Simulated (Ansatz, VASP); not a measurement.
**Two plane-wave programs on TaN**

```
Ta N
1.0
     3.01148    0.00000    0.00000
    -1.50574    2.60802    0.00000
     0.00000    0.00000    2.86861
Ta N
1 1
Direct
  0.33333 0.66667 0.50000
  0.00000 0.00000 0.00000
```

Alike in both runs: task single point; functional PBE; k mesh 18 × 18 × 14; occupations gaussian, width 0.1 eV; no spin polarisation.

|  | VASP | Ansatz |
| --- | --- | --- |
| version | VASP 6.6.1 | Ansatz 0.2.0 |
| potentials or method | VASP PAW PBE potentials, release 64 (Ta_pv, N) | scalar-relativistic, plane waves, PAW |
| plane-wave cutoff (eV) | 520 | 420 |
| valence electrons in the cell | 16 | 18 |

|  | VASP | Ansatz | Ansatz less VASP |
| --- | --- | --- | --- |
| gap on the k mesh at the Fermi level (eV) | none | none | - |
| pressure (GPa) | -8.3 | -8.9 | -0.56 |
| largest component of the traceless stress (GPa) | 11.46 | 11.37 | -0.090 |

A gap of «none» marks a metal or a gap that the smearing closes. The two sets of potentials don't hold the same shells in valence.

The runs have no spin-orbit coupling, so splittings on Ta are missing.
